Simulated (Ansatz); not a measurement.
Cells of relaxed bulk TiAl3 (Pm-3m, not its usual structure, 15.39 Å³/atom, gap on the mesh 0.00 eV) whose upper half is shifted onto another sublattice; atoms and the cell's height are relaxed. Energies are the mean of the cell's two boundaries over the bulk on a matched mesh.

Level of theory: DFT PBEsol, scalar-relativistic, plane waves, PAW in Ansatz.

Cutoff 420 eV, Gaussian smearing of 0.10 eV, energies at zero smearing, symmetry of each start kept, no spin polarisation.

| start | atoms | k mesh | boundary energy (mJ/m²) | boundary energy on a denser mesh (mJ/m²) | excess width (Å) | gap on the mesh (eV) | denser mesh |
| --- | --- | --- | --- | --- | --- | --- | --- |
| (001), shift by [0.5, 0.5, 0] of the cube | 16 | 8×8×2 | -182 | -192 | 0.29 | 0 | 12×12×4 |
| (001), shift by [0.5, 0, 0.5] of the cube | 16 | 8×8×2 | 366 | 365 | 0.16 | 0 | 12×12×4 |

Small energy differences in metals hang on the k mesh (about 10 mJ/m² or 1 to 2 meV/atom on the mesh of the relaxation).

Cost: 2 runs of about 10 core-minutes in all, on AMD EPYC 7R43 (Zen 3) (shared hosts).